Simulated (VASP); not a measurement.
# Mg (P6_3/mmc) in VASP: further runs, part 2 of 2

VASP 6.6.1.

### 3 Band structure, PBE

Contents of POSCAR:

```
Mg
1.0
    3.2093000000      0.0000000000      0.0000000000
   -1.6046500000      2.7793353284      0.0000000000
    0.0000000000      0.0000000000      5.2103000000
Mg
2
Direct
    0.6666666667      0.3333333333      0.7500000000
    0.3333333333      0.6666666667      0.2500000000
```

Contents of INCAR.step1:

```
SYSTEM = Mg
PREC = Accurate ; ENCUT = 600
EDIFF = 1E-7 ; ISMEAR = -1
SIGMA = 0.05 ; LREAL = .FALSE.
LASPH = .TRUE. ; NELM = 100
ALGO = Normal ; ISIF = 2
LWAVE = .FALSE. ; LCHARG = .TRUE.
GGA = PE
```

Contents of KPOINTS.step1:

```
regular mesh
0
G
  10 10 5
  0 0 0
```

Contents of INCAR.step2:

```
SYSTEM = Mg
PREC = Accurate ; ENCUT = 600
EDIFF = 1E-7 ; ISMEAR = 0
SIGMA = 0.05 ; LREAL = .FALSE.
LASPH = .TRUE. ; NELM = 100
ALGO = Normal ; ISIF = 2
LWAVE = .FALSE. ; LCHARG = .FALSE.
GGA = PE ; ICHARG = 11
```

Contents of KPOINTS.step2:

```
path GMKGALHA,LM,KH
15
line-mode
reciprocal
 0.0000000000  0.0000000000  0.0000000000  G
 0.5000000000  0.0000000000  0.0000000000  M

 0.5000000000  0.0000000000  0.0000000000  M
 0.3333333333  0.3333333333  0.0000000000  K

 0.3333333333  0.3333333333  0.0000000000  K
 0.0000000000  0.0000000000  0.0000000000  G

 0.0000000000  0.0000000000  0.0000000000  G
 0.0000000000  0.0000000000  0.5000000000  A

 0.0000000000  0.0000000000  0.5000000000  A
 0.5000000000  0.0000000000  0.5000000000  L

 0.5000000000  0.0000000000  0.5000000000  L
 0.3333333333  0.3333333333  0.5000000000  H

 0.3333333333  0.3333333333  0.5000000000  H
 0.0000000000  0.0000000000  0.5000000000  A

 0.5000000000  0.0000000000  0.5000000000  L
 0.5000000000  0.0000000000  0.0000000000  M

 0.3333333333  0.3333333333  0.0000000000  K
 0.3333333333  0.3333333333  0.5000000000  H
```

Potentials or basis: VASP PAW PBE potentials, release 64 (Mg_sv_GW).

The run is started by

```bash
> cat potpaw_PBE.64/Mg_sv_GW/POTCAR > POTCAR
> cp INCAR.step1 INCAR
> cp KPOINTS.step1 KPOINTS
> mpirun -np 1 vasp_std > vasp.out
> cp INCAR.step2 INCAR
> cp KPOINTS.step2 KPOINTS
> mpirun -np 1 vasp_std > vasp.out
```

OUTCAR:

```text
SYSTEM = Mg
   PREC = Accurate
   ENCUT = 600
   EDIFF = 1E-7
   ISMEAR = 0
   LREAL = .FALSE.
   LASPH = .TRUE.
   NELM = 100
   ISIF = 2
   GGA = PE
   ICHARG = 11

 ion  position               nearest neighbor table
   1  0.667  0.333  0.750-
   2  0.333  0.667  0.250-

  LATTYP: Found a hexagonal cell.
 ALAT       =     3.2093000000
 C/A-ratio  =     1.6235004518

  Lattice vectors:

 A1 = (   3.2093000000,   0.0000000000,   0.0000000000)
 A2 = (  -1.6046500000,   2.7793353284,   0.0000000000)
 A3 = (   0.0000000000,   0.0000000000,   5.2103000000)

Analysis of symmetry for initial positions (statically):
=====================================================================
 Subroutine PRICEL returns:
 Original cell was already a primitive cell.

 Routine SETGRP: Setting up the symmetry group for a
 hexagonal supercell.

 Subroutine GETGRP returns: Found 24 space group operations
 (whereof 12 operations were pure point group operations)
 out of a pool of 24 trial point group operations.

The static configuration has the point symmetry D_3d.
 The point group associated with its full space group is D_6h.

Analysis of symmetry for dynamics (positions and initial velocities):
=====================================================================
 Subroutine PRICEL returns:
 Original cell was already a primitive cell.

 Routine SETGRP: Setting up the symmetry group for a
 hexagonal supercell.

 Subroutine GETGRP returns: Found 24 space group operations
 (whereof 12 operations were pure point group operations)
 out of a pool of 24 trial point group operations.

The dynamic configuration has the point symmetry D_3d.
 The point group associated with its full space group is D_6h.

 Subroutine INISYM returns: Found 24 space group operations
 (whereof 12 operations are pure point group operations),
 and found     1 'primitive' translations

----------------------------------------------------------------------------------------

                                     Primitive cell

  volume of cell :      46.4744

  direct lattice vectors                    reciprocal lattice vectors
     3.209300000  0.000000000  0.000000000     0.311594429  0.179899127  0.000000000
    -1.604650000  2.779335328  0.000000000     0.000000000  0.359798255  0.000000000
     0.000000000  0.000000000  5.210300000     0.000000000  0.000000000  0.191927528

  length of vectors
     3.209300000  3.209300000  5.210300000     0.359798255  0.359798255  0.191927528

  position of ions in fractional coordinates (direct lattice)
     0.666666667  0.333333333  0.750000000
     0.333333333  0.666666667  0.250000000

  ion indices of the primitive-cell ions
   primitive index   ion index
                 1           1
                 2           2

----------------------------------------------------------------------------------------

 KPOINTS: path GMKGALHA,LM,KH

Interpolating k-points between supplied coordinates.

 Line segments in fractional coordinates (reciprocal lattice):
    0.000000  0.000000  0.000000  ...  0.500000  0.000000  0.000000
    0.500000  0.000000  0.000000  ...  0.333333  0.333333  0.000000
    0.333333  0.333333  0.000000  ...  0.000000  0.000000  0.000000
    0.000000  0.000000  0.000000  ...  0.000000  0.000000  0.500000
    0.000000  0.000000  0.500000  ...  0.500000  0.000000  0.500000
    0.500000  0.000000  0.500000  ...  0.333333  0.333333  0.500000
    0.333333  0.333333  0.500000  ...  0.000000  0.000000  0.500000
    0.500000  0.000000  0.500000  ...  0.500000  0.000000  0.000000
    0.333333  0.333333  0.000000  ...  0.333333  0.333333  0.500000

 Generated    15 points on each line segment, for a total of    135 k-points:

 Following reciprocal coordinates:
            Coordinates               Weight
  0.000000  0.000000  0.000000      0.007407
  0.035714  0.000000  0.000000      0.007407
  0.071429  0.000000  0.000000      0.007407
  0.107143  0.000000  0.000000      0.007407
  0.142857  0.000000  0.000000      0.007407
  0.178571  0.000000  0.000000      0.007407
[... 16 lines left out ...]
  0.416667  0.166667  0.000000      0.007407
  0.404762  0.190476  0.000000      0.007407
 [... further k-points ...]
   k-points           NKPTS =    135   k-points in BZ     NKDIM =    135   number of bands    NBANDS=     14
   number of dos      NEDOS =    301   number of ions     NIONS =      2
   total plane-waves  NPLWV =  32928
   dimension x,y,z NGX =    28 NGY =   28 NGZ =   42
   dimension x,y,z NGXF=    56 NGYF=   56 NGZF=   84
   ions per type =               2
   NGX,Y,Z   is equivalent  to a cutoff of  14.50, 14.50, 13.40 a.u.
   NGXF,Y,Z  is equivalent  to a cutoff of  29.01, 29.01, 26.80 a.u.
 SYSTEM =  Mg
   PREC   = accura    normal or accurate (medium, high low for compatibility)
   ISTART =      0    job   : 0-new  1-cont  2-samecut
   ICHARG =     11    charge: 1-file 2-atom 10-const
   ISPIN  =      1    spin polarized calculation?
   LNONCOLLINEAR =      F non collinear calculations
   LSORBIT =      F    spin-orbit coupling
   LASPH  =      T    aspherical Exc in radial PAW
   ENCUT  =  600.0 eV  44.10 Ry    6.64 a.u.   6.41  6.41 10.41*2*pi/ulx,y,z
   NELM   =    100;   NELMIN=  2; NELMDL=  0     # of ELM steps
   EDIFF  = 0.1E-06   stopping-criterion for ELM
   LREAL  =      F    real-space projection
   EDIFFG = 0.1E-05   stopping-criterion for IOM
   NSW    =      0    number of steps for IOM
   IBRION =     -1    ionic relax: 0-MD 1-quasi-New 2-CG
   NFREE  =      0    steps in history (QN), initial steepest desc. (CG)
   ISIF   =      2    stress and relaxation
   ISYM   =      2    0-nonsym 1-usesym 2-fastsym
   POTIM  = 0.5000    time-step for ionic-motion
   TEBEG  =    0.0;   TEEND  =   0.0 temperature during run
   PSTRESS=    0.0 pullay stress
   NELECT =      20.0000    total number of electrons
   NUPDOWN=      -1.0000    fix difference up-down
   EMIN   =  10.00;   EMAX   =-10.00  energy-range for DOS
   EFERMI =   0.00;   METHOD = LEGACY
   ISMEAR =     0;   SIGMA  =   0.05  broadening in eV -4-tet -1-fermi 0-gaus
   EFERMI_NEDOS =   21; number of points for ismear=-14 and -15
   IALGO  =     38    algorithm
   IMIX   =      4    mixing-type and parameters
     AMIX     =   0.40;   BMIX     =  1.00
     AMIX_MAG =   1.60;   BMIX_MAG =  1.00
  volume/ion in A,a.u.               =      23.24       156.81
  Fermi-wavevector in a.u.,A,eV,Ry     =   1.235986  2.335675 20.785090  1.527661
  Thomas-Fermi vector in A             =   2.370613
   LORBIT       =      0    0 simple, 1 ext, 2 COOP (PROOUT), +10 PAW based schemes
   GGA     = PE    functional components
   LHFCALC =     F    Hartree Fock is set to
   AEXX    =    0.0000 exact exchange contribution
   IVDW    =     0    specifies the selected vdW correction
   LEPSILON=     F    determine dielectric tensor
   LRPA    =     F    only Hartree local field effects (RPA)
 non-spin polarized calculation
 Gauss-broadening in eV      SIGMA  =   0.05
  energy-cutoff  :      600.00
  volume of cell :       46.47
 maximum number of plane-waves:      1578
 NGX is ok and might be reduce to    28

 number of electron      19.9999994 magnetization

 Free energy of the ion-electron system (eV)
  ---------------------------------------------------
  ext. energy  EPLUGINS =         0.00000000
  ---------------------------------------------------
  free energy    TOTEN  =       -30.67022432 eV

  energy without entropy =      -30.66830055  energy(sigma->0) =      -30.66926244

 E-fermi :   2.7133     XC(G=0):  -8.7132

 val. band max:        2.7016762070   @ k =   0.3810   0.2381   0.5000
 cond. band min:       2.7201170129   @ k =   0.4524   0.0952   0.5000
 fundamental gap:      0.0184408059
 Fermi energy:         2.7132856462

 k-point     1 :       0.0000    0.0000    0.0000
  band No.  band energies     occupation
      1     -72.9609      2.00000
      2     -72.9580      2.00000
      3     -39.7321      2.00000
      4     -39.7069      2.00000
      5     -39.7069      2.00000
      6     -39.7022      2.00000
      7     -39.7021      2.00000
      8     -39.7016      2.00000
      9      -3.8391      2.00000
     10       1.3877      2.00000
     11       1.7959      2.00000
     12      13.9088      0.00000
     13      13.9356      0.00000
     14      14.0093      0.00000
[... 375 lines left out ...]
 k-point    24 :       0.4048    0.1905    0.0000
  band No.  band energies     occupation
      1     -72.9579      2.00000
      2     -72.9573      2.00000
      3     -39.7270      2.00000
      4     -39.7225      2.00000
      5     -39.7173      2.00000
      6     -39.7172      2.00000
      7     -39.7112      2.00000
      8     -39.7108      2.00000
      9       1.4237      2.00000
     10       1.4297      2.00000
     11       5.1378      0.00000
     12       6.1655      0.00000
     13       6.5517      0.00000
     14       6.7322      0.00000

 [... further k-points ...]
[... 5 lines left out ...]
  --------------------------------------------------------------------------------------
  -------------------------------------------------------------------------------------
  Total        0.3481526      0.3481526     -0.1753871      0.0000000      0.0000000      0.0000000
  in kB       12.0023481     12.0023481     -6.0463638      0.0000000      0.0000000      0.0000000
  external PRESSURE =       5.9861108 kB  Pullay stress =       0.0000000 kB

 VOLUME and BASIS-vectors are now :
 -----------------------------------------------------------------------------
  energy-cutoff  :      600.00
  volume of cell :       46.47
      direct lattice vectors                 reciprocal lattice vectors
     3.209300000  0.000000000  0.000000000     0.311594429  0.179899127  0.000000000
    -1.604650000  2.779335328  0.000000000     0.000000000  0.359798255  0.000000000
     0.000000000  0.000000000  5.210300000     0.000000000  0.000000000  0.191927528

 POSITION                                       TOTAL-FORCE (eV/Angst)
 -----------------------------------------------------------------------------------
      1.60465      0.92645      3.90773         0.000000     -0.000000     -0.000000
     -0.00000      1.85289      1.30258        -0.000000      0.000000      0.000000
 -----------------------------------------------------------------------------------
    total drift:                               -0.000000      0.000000      0.000000

  FREE ENERGIE OF THE ION-ELECTRON SYSTEM (eV)
  ---------------------------------------------------
  free  energy   TOTEN  =       -30.6702243244 eV

  energy  without entropy=      -30.6683005490  energy(sigma->0) =      -30.66926244
```

It took 76 s on 1 thread of Intel Xeon Platinum 8559C (Emerald Rapids), shared host; peak memory 0.23 GiB.

What came out:

- Band gap along the path: none (metal or under the smearing width)

Levels at the corners of the path, in eV from the Fermi level:
```
point  band 8  band 9  band 10  band 11  band 12  band 13
    Γ  -42.77   -6.91    -1.68    -1.27    10.84    10.87
    M  -42.78   -2.15    -2.14     2.62     2.99     3.22
    M  -42.78   -2.15    -2.14     2.62     2.99     3.22
    K  -42.78   -0.63    -0.62    -0.62     4.08     4.08
    K  -42.78   -0.63    -0.62    -0.62     4.08     4.08
    Γ  -42.77   -6.91    -1.68    -1.27    10.84    10.89
    Γ  -42.77   -6.91    -1.68    -1.27    10.84    10.85
    A  -42.77   -5.53    -5.53     4.97     4.97    11.58
    A  -42.77   -5.53    -5.53     4.97     4.97    11.58
    L  -42.78   -1.11    -1.11    -0.48    -0.48     7.96
    L  -42.78   -1.11    -1.11    -0.48    -0.48     7.96
    H  -42.78    0.18     0.18     0.65     0.65     1.49
    H  -42.78    0.18     0.18     0.65     0.65     1.49
    A  -42.77   -5.53    -5.53     4.97     4.97    11.58
    L  -42.78   -1.11    -1.11    -0.48    -0.48     7.96
    M  -42.78   -2.15    -2.14     2.62     2.99     3.22
    K  -42.78   -0.63    -0.62    -0.62     4.08     4.08
    H  -42.78    0.18     0.18     0.65     0.65     1.49
```

Caveat: the log is that of the step along the path at fixed density, whose energy, stress, charges and moments have no meaning.

### 4 The reference run

An earlier run on the cell as given: functional PBE; potentials or basis VASP PAW PBE potentials, release 64 (Mg); cutoff 520 eV; k mesh 10 × 10 × 5; occupations fermi-dirac, width 0.05 eV; no spin polarisation.

* Pressure: -0.5 GPa
* Band gap on the k mesh: none (metal or under the smearing width)

### 5 The runs side by side

```csv
task,potentials or basis,cutoff (eV),pressure (GPa)
band structure,"VASP PAW PBE potentials, release 64 (Mg_pv)",520,-0.5
band structure,"VASP PAW PBE potentials, release 64 (Mg_sv_GW)",600,-
single point,"VASP PAW PBE potentials, release 64 (Mg)",520,-0.5
```

Alike in all rows: level PBE; no spin polarisation; cell as given; k mesh 10 × 10 × 5; smearing fermi-dirac 0.05 eV.

Absolute energies hang on the potentials; compare differences alone.
